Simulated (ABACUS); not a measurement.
Wanted: the native input for an ABACUS 3.10.1 run.

```
Task                                          : relaxation of cell and atoms
Functional                                    : PBE
Potentials or basis                           : PseudoDojo NC SR 0.4.1 PBE standard
Cutoff                                        : 1361 eV
Density cutoff                                : 5442 eV
Basis                                         : DZP LCAO (the cutoffs set its grid)
k mesh                                        : 5 × 5 × 5
Occupations                                   : fermi-dirac, width 0.05 eV
Spin                                          : no spin polarisation
Target pressure                               : 30 GPa
Radial cutoff of the potentials (pseudo_rcut) : 7 bohr
Orbital files                                 : Al Al_confined-atom_8au_2s2p1d.orb, O O_confined-atom_6au_2s2p1d.orb
Max steps of the relaxation                   : 60
Force threshold                               : 0.005 eV/Å
Optimiser                                     : cg
Stress threshold                              : 0.2 kbar
SCF threshold on the density                  : 1e-07
Max SCF steps                                 : 100
Eigensolver                                   : genelpa
Mixing                                        : broyden
Mixing share                                  : 0.7
Symmetry key                                  : 1
Bands                                         : 29
```

Crystal: Al2O3 (Corundum).

```
Al O
1.0
     2.38025    1.37424    4.33187
    -2.38025    1.37424    4.33187
     0.00000   -2.74848    4.33187
Al O
4 6
Direct
  0.85216 0.85216 0.85216
  0.64784 0.64784 0.64784
  0.14784 0.14784 0.14784
  0.35216 0.35216 0.35216
  0.05668 0.75000 0.44332
  0.75000 0.44332 0.05668
  0.44332 0.05668 0.75000
  0.94332 0.25000 0.55668
  0.25000 0.55668 0.94332
  0.55668 0.94332 0.25000
```

These files were run (other wordings do the same):

INPUT

```
INPUT_PARAMETERS
suffix              Al2O3
calculation         cell-relax
basis_type          lcao
pseudo_dir          ./
orbital_dir         ./
symmetry            1
dft_functional      pbe
ecutwfc             100
pseudo_rcut         7
nspin               1
nbands              29
ks_solver           genelpa
smearing_method     fd
smearing_sigma      0.00367493
scf_thr             1e-07
scf_nmax            100
mixing_type         broyden
mixing_beta         0.7
cal_force           1
cal_stress          1
out_mul             1
relax_nmax          60
force_thr_ev        0.005
relax_method        cg
out_stru            1
stress_thr          0.2
press1              300
press2              300
press3              300
```

STRU

```
ATOMIC_SPECIES
Al 26.9815 Al.upf
O 15.9990 O.upf

NUMERICAL_ORBITAL
Al_confined-atom_8au_2s2p1d.orb
O_confined-atom_6au_2s2p1d.orb

LATTICE_CONSTANT
9.6947165888

LATTICE_VECTORS
0.4639661786 0.2678709981 0.8443817345
-0.4639661786 0.2678709981 0.8443817345
0.0000000000 -0.5357419962 0.8443817345

ATOMIC_POSITIONS
Cartesian

Al
0.0
4
0.0000000000 0.0000000000 2.1586450165 1 1 1
0.0000000000 0.0000000000 1.6410727886 1 1 1
0.0000000000 0.0000000000 0.3745001869 1 1 1
0.0000000000 0.0000000000 0.8920724148 1 1 1

O
0.0
6
-0.3216770309 -0.0214189650 1.0554771681 1 1 1
0.1422891476 0.2892899631 1.0554771681 1 1 1
0.1793878833 -0.2678709981 1.0554771681 1 1 1
0.3216770309 0.0214189650 1.4776680353 1 1 1
-0.1422891476 -0.2892899631 1.4776680353 1 1 1
-0.1793878833 0.2678709981 1.4776680353 1 1 1
```

KPT

```
K_POINTS
0
Gamma
5 5 5 0 0 0
```

Potentials or basis: PseudoDojo NC SR 0.4.1 PBE standard, DZP LCAO (the cutoffs set its grid).

Run with:

```bash
$ OMP_NUM_THREADS=1 mpirun -np 4 abacus > log
```

It gave:

```
Relaxed volume                                         : 7.92 Å³/atom
Relaxed cell                                           : a = 4.994 Å, b = 4.994 Å, c = 4.994 Å, α = 55.63°, β = 55.63°, γ = 55.63°
Space group after relaxing (to 0.05 Å)                 : R-3c (No. 167)
Energy change on relaxing (the enthalpy is what falls) : +67.9 meV/atom
Ionic steps                                            : 13
Pressure after relaxing                                : 30.0 GPa
Mulliken charges                                       : Al +0.84, +0.83; O -0.57, -0.55 e
```

Caveat: the atomic orbitals were generated for these runs and aren't a published set; Mulliken charges move with the basis; the basis of atomic orbitals isn't converged, which shifts pressures, moduli and gaps.

Run time: 6.3 min on 4 MPI ranks on AMD EPYC 7R43 64-Core Processor (Zen 3) (shared host), peak memory 0.52 GiB a rank.
